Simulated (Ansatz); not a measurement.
Reactions of C2H6FGa, SMILES `[CH3][Ga]([CH3])[F]`.

Computed with Ansatz on PBE0-D4/def2-TZVP structures; ΔE is electronic, products minus reactants. CCSD(T)/CBS adds triple-zeta CCSD(T) − MP2 to the extrapolated MP2 energy (def2 sets, frozen cores). This one scheme is used for every species. DFT in def2-TZVPP. B3LYP here is the variant with VWN-RPA as its local correlation; programs differ in this. No spin–orbit coupling; open shells (•) take unrestricted orbitals. For Ga, Ge outer-core shells are correlated without core-valence functions, which leaves a few kJ/mol of doubt a bond. Scalar relativity is left out up to krypton. One conformer a species, not always the lowest.

```
                                                                             reaction  CCSD(T)/CBS(def2) (eV)
                              `[CH3][Ga]([CH3])[F]` + H–F → `[CH3][Ga]([F])[F]` + CH₄                   -0.99
                           `[CH3][Ga]([CH3])[F]` + H₂O → `[CH3][Ga]([CH3])[OH]` + H–F                    0.35
              `[CH3][Ga]([CH3])[F]` + `F[C](F)F`• → `[CH2][Ga]([CH3])[F]`• + `FC(F)F`                       ?
`[CH3][Ga]([CH3])[F]` + `C[C](=N)[GeH3]` → `C/[C]([GeH3])=[N]\[Ga]([CH3])[CH3]` + H–F                    0.74
                       `[CH3][Ga]([CH3])[F]` + `[OH]`• → `[CH2][Ga]([CH3])[F]`• + H₂O                       ?
                           `[CH3][Ga]([CH3])[F]` + CH₃OH → `C[O][Ga]([CH3])[F]` + CH₄                   -0.67
                                 `[CH3][Ga]([CH3])[F]` + H₂ → `[CH3][GaH][CH3]` + H–F                    0.96
```

Fill in the missing values. (Estimate.)

The calculation gave: `[CH3][Ga]([CH3])[F]` + `F[C](F)F`• → `[CH2][Ga]([CH3])[F]`• + `FC(F)F`: -0.29 eV; `[CH3][Ga]([CH3])[F]` + `[OH]`• → `[CH2][Ga]([CH3])[F]`• + H₂O: -0.82 eV.

Largest T1 diagnostic: 0.014, for `F[C](F)F`•.
